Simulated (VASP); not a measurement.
Runs of VASP 6.6.1 on Mo. It takes space group Im-3m (No. 229, cubic). Conventional cell: a = 3.168 Å, b = 3.168 Å, c = 3.168 Å, α = 90.00°, β = 90.00°, γ = 90.00°. Mo (site symmetry m-3m) is surrounded by 8 Mo at 2.74 Å. 

```tsv
level	potentials or basis	gap on the mesh (eV)	pressure (GPa)	relaxed volume (Å³/atom)
RPBE	VASP PAW PBE potentials, release 64 (Mo_sv)	none	0.0	16.02
rev-vdW-DF2	VASP PAW PBE potentials, release 64 (Mo_sv)	none	-0.1	15.60
optB88-vdW	VASP PAW PBE potentials, release 64 (Mo_sv)	none	0.0	15.81
BLYP	VASP PAW PBE potentials, release 64 (Mo_sv)	none	0.0	(b)
LDA	VASP PAW LDA potentials, release 64 (Mo_sv)	none	-0.1	(c)
PW91	VASP PAW PBE potentials, release 64 (Mo_sv)	none	0.0	15.86
vdW-DF-cx	VASP PAW PBE potentials, release 64 (Mo_sv)	none	-0.1	15.42
SCAN	VASP PAW PBE potentials, release 64 (Mo_sv)	none	0.0	(a)
```

Alike in all rows: task relaxation of cell and atoms; no spin polarisation; cell relaxed; k mesh 12 × 12 × 12; cutoff (eV) 600; smearing fermi-dirac 0.05 eV.

Problem. Fill in the values left out.

Solution. (a) 15.58; (b) 16.46; (c) 15.13.

Caveats: the PAW data sets were made with another functional, which shifts forces and pressure a little (some runs).

A k mesh can miss the band edges, and the runs leave out spin-orbit coupling on Mo.

A gap of «none» marks a metal or a gap under the smearing width.

Runs at the PBE level aren't shown here.
